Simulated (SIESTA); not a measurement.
Crystal: Na2S.

```xyz
3
Lattice="0.0000 3.2735 3.2735 3.2735 0.0000 3.2735 3.2735 3.2735 0.0000" Properties=species:S:1:pos:R:3 pbc="T T T"
S     0.0000    0.0000    0.0000
Na    4.9102    4.9102    4.9102
Na    1.6367    1.6367    1.6367
```

| Quantity | Value |
| --- | --- |
| Program | SIESTA 5.4.2 |
| Task | single point |
| Functional | PBEsol |
| Potentials or basis | PseudoDojo 0.4 standard (PBEsol files) |
| Basis | DZP (energy shift 0.003 Ry; two zetas on semicore shells) |
| Grid cutoff | 800 Ry |
| Energy shift | 0.003 Ry |
| k mesh | 7 × 7 × 7 |
| Occupations | fermi-dirac, width 0.05 eV |
| Spin | no spin polarisation |

On this cell: pressure -0.2 GPa; largest force zero by symmetry; band gap on the k mesh 2.39 eV, direct.

The same run follows on a disturbed copy (atoms moved at random, drawn with an rms of 0.05 Å):

```
S Na
1.0
     0.00000    3.27350    3.27350
     3.27350    0.00000    3.27350
     3.27350    3.27350    0.00000
S Na
1 2
Direct
  0.00245 0.99582 0.99954
  0.74286 0.74676 0.75882
  0.26369 0.24206 0.24239
```

What does the disturbed cell give?

The energy moves by +2.1 meV/atom; pressure -0.2 GPa; largest force 0.143 eV/Å; band gap on the k mesh 2.35 eV, direct.

Forces on the atoms (eV/Å):
```
S   -0.005  0.018 -0.004
Na  -0.105  0.018  0.086
Na   0.112 -0.036 -0.082
```

Stress tensor (GPa, compression positive):
```
-0.16 -0.17 -0.05
-0.17 -0.18  0.23
-0.05  0.23 -0.17
```

Caveats: the basis of atomic orbitals isn't converged, which shifts pressures, moduli and gaps.

